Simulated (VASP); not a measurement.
Input of a VASP 6.6.1 run:

The input INCAR:

```
PREC = Accurate
ENCUT = 520
EDIFF = 1E-7
ISMEAR = 1
SIGMA = 0.1
LREAL = F
LASPH = T
NELM = 80
ALGO = Fast
ISIF = 2
LWAVE = F
LCHARG = F
LMAXMIX = 4
GGA = PE
NBANDS = 44
KPAR = 4
```

File KPOINTS:

```
Automatic mesh
0
Gamma
  9 9 9
```

File POSCAR:

```
CoSn                                    
1.0
    5.2206674353      0.0000000000      0.0000000000
   -2.6103337177      4.5212306237      0.0000000000
    0.0000000000      0.0000000000      4.1657546645
  Co              Sn            
     3     3
Direct
     0.0000000000000000    0.5000000000000000    0.0000000000000000
     0.5000000000000000    0.5000000000000000    0.0000000000000000
     0.5000000000000000    0.0000000000000000    0.0000000000000000
     0.6666666699999979    0.3333333300000021    0.5000000000000000
     0.3333333300000021    0.6666666699999979    0.5000000000000000
     0.0000000000000000    0.0000000000000000    0.0000000000000000
```

KPOINTS_OPT

```
explicit points
168
Reciprocal
 0.0000000000  0.0000000000  0.0000000000 1
 0.0555555556  0.0000000000  0.0000000000 1
 0.1111111111  0.0000000000  0.0000000000 1
 0.1666666667  0.0000000000  0.0000000000 1
 0.2222222222  0.0000000000  0.0000000000 1
 0.2777777778  0.0000000000  0.0000000000 1
[... 160 lines left out ...]
 0.5000000000  0.0000000000  0.0233266500 1
 0.5000000000  0.0000000000 -0.0233266500 1
```

Potentials or basis: VASP PAW PBE potentials, release 64 (Co, Sn_d).

Run with:

```bash
$ cat potpaw_PBE.64/Co/POTCAR potpaw_PBE.64/Sn_d/POTCAR > POTCAR
$ mpirun -np 4 vasp_std > vasp.out
```

Problem. Estimate the pressure.

Solution. 6.2 GPa.

Problem. What does it give for the band gap along the path?

Solution. None (metal or under the smearing width).

Levels at the corners of the path, in eV from the Fermi level:
```tsv
point	band 32	band 33	band 34	band 35	band 36	band 37
Γ	-0.44	-0.41	-0.41	0.56	0.69	1.44
M	-0.43	-0.42	0.77	1.06	1.78	1.86
M	-0.43	-0.42	0.77	1.06	1.78	1.86
K	-0.61	-0.17	1.15	1.43	1.43	1.92
K	-0.61	-0.17	1.15	1.43	1.43	1.92
Γ	-0.44	-0.41	-0.41	0.56	0.69	1.44
Γ	-0.44	-0.41	-0.41	0.56	0.69	1.44
A	-0.53	-0.50	-0.50	-0.39	-0.39	-0.16
A	-0.53	-0.50	-0.50	-0.39	-0.39	-0.16
L	-0.71	-0.51	-0.45	-0.40	-0.12	0.44
L	-0.71	-0.51	-0.45	-0.40	-0.12	0.44
H	-0.77	-0.64	-0.64	-0.50	-0.11	1.32
H	-0.77	-0.64	-0.64	-0.50	-0.11	1.32
A	-0.53	-0.50	-0.50	-0.39	-0.39	-0.16
L	-0.71	-0.51	-0.45	-0.40	-0.12	0.44
M	-0.43	-0.42	0.77	1.06	1.78	1.86
K	-0.61	-0.17	1.15	1.43	1.43	1.92
H	-0.77	-0.64	-0.64	-0.50	-0.11	1.32
```

Caveat: spin-orbit coupling is left out, which moves the levels of the heavy elements. Spin polarisation is off, so any magnetic state and its effect on volume and gap are missing.
